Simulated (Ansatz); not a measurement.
## Abstraction of H: GeH2F2 + C5H11 → GeHF2 + C5H12

Gas-phase species: GeH2F2 (difluorogermane) `[F][GeH2][F]`, singlet; C5H11 (2-methylbut-2-yl radical) `CC[C](C)C`, doublet; GeHF2 `[F][GeH][F]`, doublet; C5H12 (isopentane) `CCC(C)C`, singlet. A radical takes H: the energy is the difference in strength between the Ge–H bond broken and the C–H bond made.

Shapes, held fixed at every level: PBE0-D4/def2-TZVP. Flexible molecules stand in one conformer, not always the lowest. Programs: Ansatz 0.2.0. Electronic energies: no zero-point or thermal term.

| level | kind | ΔE (kJ/mol) | less CCSD(T)/def2-TZVPP |
| --- | --- | --- | --- |
| MP2/def2-TZVPP | perturbation theory | -64.2 | -11.4 |
| HF/def2-SVP | Hartree–Fock | -20.5 | +32.3 |
| HF/def2-TZVPP | Hartree–Fock | -26.9 | +25.9 |
| B3LYP-D4/def2-TZVPP | global hybrid | -54.7 | -1.9 |
| BHLYP-D4/def2-TZVPP | global hybrid | -45.4 | +7.4 |
| r2SCAN0-D4/def2-TZVPP | global hybrid | -44.4 | +8.4 |
| CCSD(T)/def2-TZVPP | coupled cluster or CI | -52.8 | 0.0 |

The highest level, CCSD(T)/def2-TZVPP, gives ΔE = -52.8 kJ/mol; the levels span -64.2 to -20.5. The column of differences is taken from that level and isn't an error. No measured value is set beside it here. Open shells run unrestricted. Relativity is left out for Ge. Outer-core shells of Ge are correlated, in sets that cover them unevenly.
